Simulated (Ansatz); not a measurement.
Runs of Ansatz 0.2.0 on PbO2. Symmetry: Fm-3m, No. 225, cubic system. Conventional cell: a = 5.404 Å, b = 5.404 Å, c = 5.404 Å, α = 90.00°, β = 90.00°, γ = 90.00°. Pb (site symmetry m-3m) is surrounded by 8 O at 2.34 Å. O (site symmetry -43m) is surrounded by 4 Pb at 2.34 Å. The cell comes from a database or a generator and needn't be the stable form of this composition.

```tsv
task	level	cell	cutoff (eV)	points for each segment of the path	gap on the mesh (eV)	pressure (GPa)	relaxed volume (Å³/atom)
band structure	r2SCAN	as given	500	14	none	-6.7	-
relaxation of cell and atoms	BLYP	relaxed	420	-	none	0.0	13.82
band structure	BLYP	as given	420	14	none	(b)	-
band structure	revPBE	as given	420	14	none	(a)	-
relaxation of cell and atoms	revPBE	relaxed	420	-	none	0.0	13.48
```

Alike in all rows: potentials or basis Ansatz PAW; no spin polarisation; k mesh 9 × 9 × 9; smearing fermi-dirac 0.05 eV.

Task: Estimate the missing entries.

Result: (a) 3.2; (b) 6.5.

Caveats: the PAW data sets come from PBE, with cores solved anew for the run's functional, which leaves a small shift of forces and pressure; spin-orbit coupling is left out, which moves the levels of the heavy elements (some runs); the plane-wave basis is chosen anew once the cell has moved, so the energies of steps on either side of that aren't comparable (some runs).

A k mesh can miss the band edges, and the runs leave out spin-orbit coupling on Pb.

A gap of «none» marks a metal or a gap under the smearing width.

Runs at the PBE level aren't shown here.
